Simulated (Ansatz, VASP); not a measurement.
# Two plane-wave programs on In

The input POSCAR:

```
In
1.0
   -1.6190646052      1.6612415974      2.5247666629
    1.6612415974     -1.6190646052      2.5247666629
    1.5669310712      1.5669310712     -2.4970521319
In
1
Direct
    0.0000000000      0.0000000000      0.0000000000
```

INCAR.step1

```
ALGO = Normal
EDIFF = 1E-4
ENCUT = 520
GGA = PE
ISMEAR = -1
LASPH = True
LCHARG = False
LREAL = False
LWAVE = True
NBANDS = 12
NELM = 100
PREC = Accurate
SIGMA = 0.1
```

INCAR.step2

```
ALGO = Normal
EDIFF = 1E-6
ENCUT = 520
ISIF = 2
ISMEAR = -1
ISTART = 1
LASPH = True
LCHARG = False
LMIXTAU = True
LREAL = False
LWAVE = False
METAGGA = R2SCAN
NBANDS = 12
NELM = 100
PREC = Accurate
SIGMA = 0.1
```

Contents of KPOINTS:

```
k-points
0
Gamma
  2 2 2
```

Input for Ansatz:

```yaml
crystal:
  lattice:
    - [-1.6190646052, 1.6612415974, 2.5247666629]
    - [1.6612415974, -1.6190646052, 2.5247666629]
    - [1.5669310712, 1.5669310712, -2.4970521319]
  atoms:
    - { symbol: In, position: [0.0, 0.0, 0.0] }
hamiltonian:
  xc: r2scan
  pseudopotentials:
    kind: paw
    azcp:
      In: "pseudopotentials/In.paw.azcp"
basis:
  ecutwfc: 500
  fft_grid_basis: typed
kpoints:
  mp_grid: { grid: [2, 2, 2], shift: [0, 0, 0] }
magnetization:
  spin_polarized: false
scf:
  occupations: { method: fermi_dirac, width: 0.1 }
  lower_state_search: "off"
output:
  stress: true
  write_density: true
  write_potential: true
  elf: true
  volumetric_format: npy
```

Alike in both runs: task single point; functional r2SCAN; k mesh 2 × 2 × 2; occupations fermi-dirac, width 0.1 eV; no spin polarisation.

|  | VASP | Ansatz |
| --- | --- | --- |
| version | VASP 6.6.1 | Ansatz 0.2.0 |
| potentials or method | VASP PAW PBE potentials, release 64 (In_d) | plane waves (500 eV) with PAW, scalar-relativistic |
| plane-wave cutoff (eV) | 520 | 500 |
| valence electrons in the cell | 13 | 13 |

```tsv
	VASP	Ansatz	Ansatz less VASP
pressure (GPa)	-7.7	-7.7	-0.04
largest component of the traceless stress (GPa)	13.72	13.73	+0.005
```

Caveats: the k mesh is coarse (spacing up to 1.40 Å⁻¹), so the values aren't converged; the PAW data sets were made with another functional, which shifts forces and pressure a little (VASP).
